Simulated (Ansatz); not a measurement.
The system is AgBr.

```
Ag Br
1.0
     0.00000    2.87015    2.87015
     2.87015    0.00000    2.87015
     2.87015    2.87015    0.00000
Ag Br
1 1
Direct
  0.00000 0.00000 0.00000
  0.50000 0.50000 0.50000
```

Program: Ansatz 0.2.0. Alike in all runs: spin SOC, no magnetisation; cell as given; k mesh 8 × 8 × 8.

Problem. Order these runs on this cell by their band gap on the k mesh, lowest first.
A. level r2SCAN+D3(BJ); potentials or basis Ansatz PAW; cutoff (eV) 500; smearing fermi-dirac 0.01 eV
B. level BLYP; potentials or basis PseudoDojo standard (PBE files); cutoff (eV) 1116; smearing fixed
C. level r2SCAN+U; potentials or basis PseudoDojo standard (PBE files); U Ag d U = 4 eV; cutoff (eV) 1116; smearing fermi-dirac 0.1 eV; hubbard projectors all-electron-ortho-atomic; double counting fll (the default); other keys scf.occupations.method = fermi_dirac; scf.occupations.width = 0.1

Solution. B (0.64 eV), A (1.21 eV), C (1.66 eV).

Caveats: the meta-GGA runs on potentials made for a GGA (some runs); the dispersion damping was fitted for another functional or another form of the correction (some runs).

A k mesh can miss the band edges.

Runs at the PBE level aren't shown here.
